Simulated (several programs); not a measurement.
A 12-atom cell of VBiO4 from a published structure, relaxed with r2SCAN+rVV10 in Ansatz, was computed with several methods. Space group I4_1/a (No. 88), tetragonal; conventional cell a = 5.107 Å, c = 11.567 Å, 12.57 Å³ an atom. V has 4 O at 1.72 Å; Bi has 8 O at 2.42–2.46 Å; O has 1 V at 1.72 Å and 2 Bi at 2.42–2.46 Å. No spin polarisation; the structure comes from an open crystallographic database, the properties from the calculation.

```cif
data_structure
_symmetry_space_group_name_H-M 'I4_1/a:1'
_symmetry_Int_Tables_number 88
_cell_length_a 5.1066
_cell_length_b 5.1066
_cell_length_c 11.5667
_cell_angle_alpha 90.000
_cell_angle_beta 90.000
_cell_angle_gamma 90.000
_cell_volume 301.63
loop_
_atom_site_label
_atom_site_type_symbol
_atom_site_symmetry_multiplicity
_atom_site_Wyckoff_symbol
_atom_site_fract_x
_atom_site_fract_y
_atom_site_fract_z
_atom_site_occupancy
V1 V 4 b 0.00000 0.00000 0.50000 1
Bi1 Bi 4 a 0.50000 0.50000 0.50000 1
O1 O 16 f 0.86020 0.24906 0.42080 1
```

Gaps and times are for a single point on this cell; volume and bulk modulus come from each method's own relaxation or energy curve at fixed shape, which is too stiff where a cell has free coordinates or axes. Times are rough, from shared hosts (AMD EPYC 7R43 64-Core Processor; Arm Neoverse V1; NVIDIA H100 80GB HBM3), and each method has its own mesh and cell size. A double dagger marks a value from a curve with shape and coordinates held. PM6 (MOPAC), PM7 (MOPAC), GFN1-xTB (tblite), GFN2-xTB (tblite) treat a cluster of cells at its zone centre, which samples few k points: where these miss a band edge, the gap comes out too large for that reason alone. Gaps from k meshes are read at a limited set of points (mesh, symmetry points, PBE's band edges), so each method's own least gap may be somewhat smaller. xTB and the PM methods were fitted mostly to molecules, and can miss a solid's gap by electronvolts. Minimal bases can be far off for gaps. Times of the plane-wave ladder aren't listed, since it ran on unlike processors and cards. d marks a direct gap, i an indirect one (no mark: not told apart), a dash a value that wasn't computed or didn't pass its checks.

| method | kind | gap (eV) | own volume (Å³/atom) | bulk modulus (GPa) | atoms computed | processor time |
| --- | --- | --- | --- | --- | --- | --- |
| PBE-D3(BJ) | semilocal | – | 12.82 | – | 12 | – |
| r2SCAN+rVV10 | semilocal | – | 12.57 | – | 12 | – |
| PBE-D4 | semilocal | – | 12.80 | – | 12 | – |
| GFN1-xTB (tblite) | tight binding | 1.74 | 11.48‡ | 171‡ | cluster | 5.3 s |
| PM6 (MOPAC) | semi-empirical | 7.92 | – | – | cluster | 8.6 s |
| GFN2-xTB (tblite) | tight binding | 1.30 | 12.18‡ | 147‡ | cluster | 10 s |
| light PBE (260 eV and a coarse mesh) | light plane-wave | 2.14 i | – | – | 12 | 11 s |
| PM7 (MOPAC) | semi-empirical | 6.76 | – | – | cluster | 20 s |
| PBE+SOC | semilocal | 1.99 i | – | – | 12 | – |
| PBE/SZV (CP2K) | small basis | 1.52 i | 13.66‡ | 157‡ | 12 | 51 s |
| PBE | semilocal | 2.13 i | – | – | 12 | – |
| HSE06 | hybrid | 3.24 i | – | – | 12 | – |
| LDA | semilocal | 2.08 i | – | – | 12 | – |
| PBE/DZVP (CP2K) | small basis | 2.12 i | 13.17‡ | 169‡ | 12 | 2.3 min |
| PBE0 | hybrid | 3.95 i | – | – | 12 | – |
| r2SCAN | semilocal | 2.37 i | – | – | 12 | – |
| DDH-PBE0 | hybrid | 3.13 i | – | – | 12 | – |

Question: How far from the measured values lie the methods that can be set against them?

Answer:
- Volume, measured 12.88 Å³ an atom: PBE-D3(BJ) -0.5 %, r2SCAN+rVV10 -2.4 %, PBE-D4 -0.6 %.
The calculations are for a static lattice; samples hold vibrations, temperature and, in optical gaps, excitons. A measured value is shown where most reports agree with it, and only for the quantities listed. Sources: 12.88 Å³ an atom (295 K; Crystallography Open Database).

Only the rows marked +SOC include spin-orbit coupling.
